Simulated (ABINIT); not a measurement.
## Sn in ABINIT: the effect of functional

Crystal: Sn.

```
Sn
1.0
    -1.89465    1.89465    1.89465
     1.89465   -1.89465    1.89465
     1.89465    1.89465   -1.89465
Sn
1
Cartesian
  0.0000 0.0000 0.0000
```

This isn't the form of Sn at room conditions, which is tetragonal (white tin).

Alike in all runs:

- Program: ABINIT 10.8.3 (patched build)
- Task: band structure
- Potentials or basis: JTH PAW PBE v2.0
- Cutoff: 707 eV
- k mesh: 10 × 10 × 10
- Occupations: fermi-dirac, width 0.05 eV
- Spin: no spin polarisation

**Question.** One run gave: pressure 4.9 GPa. Which functional did it use?
A. SCAN
B. r2SCAN
C. BLYP
D. AM05
E. LDA

**Answer.** C.

```tsv
functional	pressure (GPa)
LDA	-3.9
PBEsol	-2.7
BLYP	4.9
AM05	-2.8
r2SCAN	-1.1
SCAN	-1.1
```

Caveats: the PAW data sets were made with another functional, which shifts forces and pressure a little.
